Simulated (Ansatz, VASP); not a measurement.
**One calculation of BeS, two programs**

File INCAR:

```
PREC = Accurate
ENCUT = 600
EDIFF = 1E-6
ISMEAR = 0
SIGMA = 0.1
LREAL = F
LASPH = T
NELM = 100
ALGO = Normal
ISIF = 3
LWAVE = F
LCHARG = F
GGA = PE
IBRION = 2
NSW = 90
EDIFFG = -0.04
```

The input KPOINTS:

```
regular mesh
0
Gamma
  4 4 4
```

POSCAR

```
BeS
1.0
    3.3264070700     -3.3264070700      0.0000000000
    3.3264070700      3.3264070700      0.0000000000
    0.0000000000      0.0000000000      4.7042499900
Be S
2 2
Direct
    0.5000000000      0.5000000000      0.0000000000
    0.0000000000      0.0000000000      0.0000000000
    0.7500000000      0.2500000000      0.7500000000
    0.2500000000      0.7500000000      0.2500000000
```

Input for Ansatz:

```yaml
crystal:
  lattice:
    - [3.32640707, -3.32640707, 0.0]
    - [3.32640707, 3.32640707, 0.0]
    - [0.0, 0.0, 4.70424999]
  atoms:
    - { symbol: Be, position: [0.5, 0.5, 0.0] }
    - { symbol: Be, position: [0.0, 0.0, 0.0] }
    - { symbol: S, position: [0.75, 0.25, 0.75] }
    - { symbol: S, position: [0.25, 0.75, 0.25] }
basis:
  ecutwfc: 420
kpoints:
  mp_grid: { grid: [4, 4, 4] }
hamiltonian:
  xc: pbe
scf:
  occupations: { method: gaussian, width: 0.1 }
  lower_state_search: "off"
output:
  forces: true
  stress: true
  eigenvalues: true
relax:
  adjacent_minimum: "off"
  f_tol: 0.04
  max_steps: 70
  cell: { stress_tol: 0.4 }
```

Change from the starting cell: ordered vacancies on the cation sites of cuprite (Cmme, No. 67).

Alike in both runs: task relaxation of cell and atoms; functional PBE; k mesh 4 × 4 × 4; occupations gaussian, width 0.1 eV; no spin polarisation.

|  | VASP | Ansatz |
| --- | --- | --- |
| version | VASP 6.6.1 | Ansatz 0.2.0 |
| potentials or method | VASP PAW PBE potentials, release 64 (Be, S) | scalar-relativistic, plane waves, PAW |
| plane-wave cutoff (eV) | 600 | 420 |
| valence electrons in the cell | 16 | 16 |

Ansatz gave:

- gap on the k mesh at the Fermi level, each at its own relaxed structure (eV): 2.84
- relaxed volume (Å³/atom): 28.14
- relaxed cell length with the largest relative difference (Å): 5.210
- energy change over the relaxation (meV/atom): -161

**Question.** Estimate VASP's values.

**Answer.** gap on the k mesh at the Fermi level, each at its own relaxed structure (eV): 2.70; relaxed volume (Å³/atom): 27.25; relaxed cell length with the largest relative difference (Å): 5.097; energy change over the relaxation (meV/atom): -162.

A k mesh can miss the band edges.
